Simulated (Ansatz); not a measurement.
This was printed by a script on Ansatz's Python interface, for a calculation of the elastic constants of CaSe, space group F-43m. What did the script look like? Use: PBEsol, PAW, cutoff 422 eV, 6×6×6 k-points, fixed occupations.

```
Ca Se
1.0
     0.00000    3.30000    3.30000
     3.30000    0.00000    3.30000
     3.30000    3.30000    0.00000
Ca Se
1 1
Direct
  0.00000 0.00000 0.00000
  0.75000 0.75000 0.75000
```

```console
$ python run_elastic.py
INFO:ansatz_job:C_ij (GPa), Voigt order xx yy zz yz xz xy
    33.2     26.9     26.9     -0.0     -0.0     -0.0
    26.9     33.2     26.9     -0.0     -0.0     -0.0
    26.9     26.9     33.2     -0.0     -0.0     -0.0
     0.0     -0.0      0.0     10.5      0.0     -0.0
     0.0      0.0      0.0     -0.0     10.5     -0.0
     0.0     -0.0      0.0      0.0     -0.0     10.5
smallest eigenvalue of C: 6.4 GPa; stable: True
INFO:ansatz_job:K = 29.0, G = 6.5, E = 18.2 GPa, Poisson ratio 0.396, K/G = 4.45
```

The script that was run (others could print the same):

The script, `run_elastic.py`:
```python
import logging
import sys

import ansatz as az
import numpy as np

logging.basicConfig(stream=sys.stdout, format="%(levelname)s:%(name)s:%(message)s")
logger = logging.getLogger("ansatz_job")
logger.setLevel(logging.INFO)

system = (
    az.Lattice.fcc(6.6)
    .space_group(216)
    .atom("Ca", (0.0, 0.0, 0.0))
    .atom("Se", (0.25, 0.25, 0.25))
    .primitive()
)

job = system.calculation().functional("pbesol").occupations("fixed").basis(31 * az.Ry).kpoints(6, 6, 6)
done = job.elastic(az.ElasticMode.RELAXED_ION).run(threads=1)
elastic = done.elastic

logger.info("C_ij (GPa), Voigt order xx yy zz yz xz xy")
for row in elastic.c_gpa:
    print(" ".join(f"{value:8.1f}" for value in row))
print("smallest eigenvalue of C:", round(elastic.stability.min_eigenvalue_gpa, 1), "GPa; stable:", elastic.stability.stable)
if elastic.stability.min_eigenvalue_gpa > 0:
    m = elastic.moduli
    logger.info(f"K = {m.k_hill_gpa:.1f}, G = {m.g_hill_gpa:.1f}, E = {m.youngs_gpa:.1f} GPa, Poisson ratio {m.poisson:.3f}, K/G = {m.k_hill_gpa / m.g_hill_gpa:.2f}")
```

What to keep in mind:
- A positive definite tensor excludes instabilities under uniform strain alone; phonons elsewhere in the zone can still be imaginary.
- This cell is a computed structure, which may not be the phase found in nature.
- The constants belong to the cell that was strained; where it wasn't relaxed first it may be under stress.
- Finished in 41 s on 1 thread of Intel(R) Xeon(R) 6975P-C (Granite Rapids) (shared host), peak memory 0.49 GiB.

(Lines on the test bed's own set-up are left out of the output.)
